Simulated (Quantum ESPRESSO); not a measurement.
**GaN: band structure with PBE**

**Measured values to compare with.**

A printed reference work, textbook reports, for a bulk crystal of GaN at 0 K: band gap 3.299 eV (direct).

GaN:

```xyz
2
Lattice="0.0000 2.2535 2.2535 2.2535 0.0000 2.2535 2.2535 2.2535 0.0000" Properties=species:S:1:pos:R:3 pbc="T T T"
Ga    0.0000    0.0000    0.0000
N     1.1268    1.1268    1.1268
```

The cell is a database's computed one.

```yaml
Program: Quantum ESPRESSO 7.5
Task: band structure
Functional: PBE
Potentials_or_basis: Ansatz NC SR PBE
Cutoff: 1238 eV
Density_cutoff: 4952 eV
k_mesh: 10 × 10 × 10
Occupations: fermi-dirac, width 0.05 eV
Spin: no spin polarisation
Mixing_beta: 0.5
Most_SCF_iterations: 120
SCF_threshold: 4e-10 Ry
```

| Item | Value |
| --- | --- |
| Pressure | 5.3 GPa |
| Band gap on the k mesh | 1.74 eV, direct |
| Band gap along the path | 1.74 eV, direct |

Levels at the corners of the path, in eV from the valence-band top:
```csv
point,band 5,band 6,band 7,band 8,band 9,band 10,band 11,band 12,band 13,band 14
Γ,-13.27,-13.27,0.00,0.00,0.00,1.74,10.31,10.31,10.31,17.60
X,-13.19,-11.52,-6.12,-2.70,-2.70,3.36,6.66,11.71,13.96,13.96
W,-13.25,-11.25,-5.69,-3.69,-3.63,6.23,8.39,10.28,11.11,15.25
K,-13.23,-11.37,-5.86,-4.25,-2.17,5.00,7.87,11.07,12.84,13.59
Γ,-13.27,-13.27,0.00,0.00,0.00,1.74,10.31,10.31,10.31,17.60
L,-13.22,-11.97,-7.03,-0.97,-0.97,4.65,8.73,10.36,10.36,15.63
U,-13.23,-11.37,-5.86,-4.25,-2.17,5.00,7.87,11.07,12.84,13.59
W,-13.25,-11.25,-5.69,-3.69,-3.63,6.23,8.39,10.28,11.11,15.25
L,-13.22,-11.97,-7.03,-0.97,-0.97,4.65,8.73,10.36,10.36,15.63
K,-13.23,-11.37,-5.86,-4.25,-2.17,5.00,7.87,11.07,12.84,13.59
U,-13.23,-11.37,-5.86,-4.25,-2.17,5.00,7.87,11.07,12.84,13.59
X,-13.19,-11.52,-6.12,-2.70,-2.70,3.36,6.66,11.71,13.96,13.96
```

Wall time 57 s on 1 thread of Arm Neoverse V1, on a shared host, peak memory 0.09 GiB.

Against the measured gap of GaN, 3.299 eV (direct; 0 K; a printed reference work, textbook), the calculated 1.74 eV is off by -1.56 eV. Spin-orbit coupling on Ga is left out. The value is that of PBE, without temperature or zero-point motion. Semilocal functionals fall short of measured gaps as a rule. The cell is a database's relaxed one, not the measured one, which moves gaps too.
